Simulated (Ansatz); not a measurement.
**Ti: opening a crack plane**

Ti, Im-3m, a = 3.210 Å. This isn't the element's structure at ambient conditions. Ansatz: PBEsol, PAW, 420 eV, Γ-centred 22×22×7 mesh on 4 atoms, Gaussian smearing 0.15 eV; no spin polarisation. One cut on (011) per cell of 4 atoms is opened rigidly by x, between planes of Ti and Ti that stand 2.27 Å apart; y is the energy per area (7.287 Å², 1 eV/Å² = 16.02 J/m²).

```tsv
x (Å)	y (J/m²)
0.00	0.000
0.25	0.111
0.50	0.380
0.75	0.784
1.00	1.245
1.50	2.140
2.00	?
3.00	3.642
4.50	4.009
6.00	4.053
```

Fit the universal binding curve y = W[1 − (1 + x/l) e^(−x/l)] to the other rows, give the peak stress, and predict the missing value.

Least squares gives W = 4.16 J/m² and l = 0.888 Å. The stress dy/dx peaks at x = l with W/(e l) = 17.2 GPa, for rigid faces. At x = 2.00: x/l = 2.252, y = 2.737 J/m². The run gave 2.842 J/m², so the fit is 0.105 J/m² too low, within twice the rms miss on the fitted rows (0.064 J/m²).

Cost: 12 runs of about 15 core-minutes in all, on Arm Neoverse V1 (shared hosts).